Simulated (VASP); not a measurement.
# Ge in VASP 6.6.1, single-point calculation

INCAR

```
ENCUT = 500
NELM = 64
NSW = 0
IBRION = -1
LWAVE = .FALSE.
LCHARG = .FALSE.
LREAL = .FALSE.
GGA = PE
LASPH = .TRUE.
SIGMA = 0.02
ISMEAR = -1
PREC = Accurate
EDIFF = 1E-7
ISIF = 2
NBANDS = 21
```

KPOINTS

```
KPOINTS created by Atomic Simulation Environment
0
Gamma
8 8 8
0 0 0
```

POSCAR

```
Ge
 1.0000000000000000
     0.0000000000000000    2.8368735120999999    2.8085047770000000
     2.8368735120999999    0.0000000000000000    2.8085047770000000
     2.8368735120999999    2.8368735120999999    0.0000000000000000
 Ge
   2
Cartesian
  0.0000000000000000  0.0000000000000000  0.0000000000000000
  1.4184367560500000  1.4184367560500000  1.4042523885000000
```

The recommended PBE PAW datasets give the neutral cell 28 valence electrons.

Command

```
mpirun -np 1 vasp_std
```

Problem. How does this run end, and what does it give?

Solution. It converged. Results: gap between bands v and c on the k mesh 0.00 eV; least direct gap on the k mesh 0.00 eV; pressure 3.6 GPa. Band v is the last that the valence electrons fill when counted band by band, and c is the next.

OSZICAR

```
N       E                     dE             d eps       ncg     rms          rms(c)
DAV:   1     0.186846471405E+03    0.18685E+03   -0.14305E+04  2776   0.357E+03
DAV:   2     0.177566704670E+02   -0.16909E+03   -0.16380E+03  2498   0.608E+02
DAV:   3    -0.822807178862E+01   -0.25985E+02   -0.25826E+02  2828   0.140E+02
DAV:   4    -0.907112474374E+01   -0.84305E+00   -0.84257E+00  2828   0.298E+01
DAV:   5    -0.908491790524E+01   -0.13793E-01   -0.13793E-01  2778   0.416E+00    0.321E+00
DAV:   6    -0.902550715327E+01    0.59411E-01   -0.21452E-02  2842   0.142E+00    0.191E+00
DAV:   7    -0.899444490764E+01    0.31062E-01   -0.48770E-02  2736   0.196E+00    0.149E-01
DAV:   8    -0.899619199384E+01   -0.17471E-02   -0.60544E-03  2818   0.942E-01    0.435E-02
DAV:   9    -0.899633961212E+01   -0.14762E-03   -0.22066E-04  2817   0.203E-01    0.158E-02
DAV:  10    -0.899635842166E+01   -0.18810E-04   -0.39611E-05  2914   0.721E-02    0.629E-03
DAV:  11    -0.899636014105E+01   -0.17194E-05   -0.61638E-06  2997   0.408E-02    0.167E-03
DAV:  12    -0.899636019008E+01   -0.49030E-07   -0.18188E-07  2318   0.674E-03
   1 F= -.89963602E+01 E0= -.89962969E+01  d E =-.126570E-03
```

For comparison, a separate PBE run of the intended cell, on usual settings and not on those above, gives a gap of 0.00 eV on its mesh and a pressure of 3.6 GPa.
